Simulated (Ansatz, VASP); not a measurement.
Two plane-wave programs on ZnS

```
Zn S
1.0
     0.00000    2.72170    2.72170
     2.72170    0.00000    2.72170
     2.72170    2.72170    0.00000
Zn S
1 1
Direct
  0.00000 0.00000 0.00000
  0.75000 0.75000 0.75000
```

Alike in both runs: functional PBE; k mesh 10 × 10 × 10; no spin polarisation.

Ansatz relaxed the structure, and its values are those at the end. VASP's run is a single point on that final structure, the one shown.

```csv
,VASP,Ansatz
version,VASP 6.6.1,Ansatz 0.2.0
potentials or method,"VASP PAW PBE potentials, release 64 (Zn, S)","scalar-relativistic, plane waves, PAW"
plane-wave cutoff (eV),520,420
occupations,"gaussian, width 0.01 eV",fixed
valence electrons in the cell,18,18
```

Ansatz gave:

* gap on the k mesh at the Fermi level (eV): 2.02
* least direct gap on the mesh (eV): 2.02
* pressure (GPa): 0.0

Problem. Which values does VASP return?

Solution. gap on the k mesh at the Fermi level (eV): 2.02; least direct gap on the mesh (eV): 2.02; pressure (GPa): 0.2.
